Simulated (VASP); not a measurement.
Runs of VASP 6.6.1 on MoSe2. The structure is hexagonal, space group P6_3/mmc (No. 194). The conventional cell has a = 3.288 Å, b = 3.288 Å, c = 12.900 Å, α = 90.00°, β = 90.00°, γ = 120.00°. Mo (site symmetry -6m2) has 6 Se at 2.49 Å as nearest neighbours. Se (site symmetry 3m) has 3 Mo at 2.49 Å as nearest neighbours. 

```csv
task,potentials or basis,cell,cutoff (eV),smearing,gap on the mesh (eV),pressure (GPa),relaxed volume (Å³/atom),largest force (eV/Å)
band structure,"VASP PAW PBE potentials, release 64 (Mo_pv, Se)",as given,520,fermi-dirac 0.05 eV,0.88,8.1,-,(c)
band structure,"VASP PAW PBE potentials, release 64 (Mo, Se)",as given,500,fermi-dirac 0.05 eV,(b),-,-,-
relaxation of cell and atoms,"VASP PAW PBE potentials, release 64 (Mo, Se)",relaxed,580,fermi-dirac 0.05 eV,1.38,0.0,23.06,0.01
relaxation of cell and atoms,"VASP PAW PBE potentials, release 64 (Mo_sv_GW, Se_GW)",relaxed,680,fermi-dirac 0.05 eV,1.31,0.1,22.64,0.01
single point,"VASP PAW PBE potentials, release 64 (Mo_sv, Se)",as given,520,gaussian 0.015 eV,0.88,(a),-,1.15
```

Alike in all rows: level PBE; no spin polarisation; k mesh 9 × 9 × 2.

Question: Estimate the missing entries.

Answer: (a) 8.3; (b) 0.89; (c) 1.11.

Caveats: this functional lacks dispersion, which binds the layers, so the pressure and a relaxed spacing across them are unreliable; the cell's inner coordinates are idealised or old, which leaves forces on the atoms (some runs); an odd mesh through Γ misses points on the zone boundary, where band edges often lie (some runs); the volume moved by +15 % from the deposited cell, more than functionals usually miss (some runs); the volume moved by +12 % from the deposited cell, more than functionals usually miss (some runs).

A k mesh can miss the band edges, and the runs leave out spin-orbit coupling on Mo, Se.

The runs don't all hold the same shells in valence.
